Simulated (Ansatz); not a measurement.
# YN: equation of state with PBEsol

The system is YN.

```
Y N
1.0
     0.00000    2.43850    2.43850
     2.43850    0.00000    2.43850
     2.43850    2.43850    0.00000
Y N
1 1
Direct
  0.00000 0.00000 0.00000
  0.50000 0.50000 0.50000
```

```yaml
Program: Ansatz 0.2.0
Task: equation of state
Functional: PBEsol
Potentials_or_basis: all-electron LAPW, scalar-relativistic
Basis_error_allowed: 0.0005 eV/atom
k_mesh: 9 × 9 × 9
Occupations: fermi-dirac, width 0.05 eV
Spin: no spin polarisation
```

```json
{"Equilibrium volume": "14.32 Å³/atom", "Bulk modulus": "171 GPa", "Pressure derivative of the bulk modulus": "4.2"}
```

Energy against volume, from the lowest point:
| volume (Å³/atom) | energy (meV/atom) |
| --- | --- |
| 13.630 | 18.86 |
| 13.920 | 5.80 |
| 14.210 | 0.00 |
| 14.500 | 0.73 |
| 14.790 | 7.33 |
| 15.080 | 19.23 |
| 15.370 | 35.88 |

All runs of the series together: 49 s on 1 thread of Arm Neoverse V2, on a shared host.
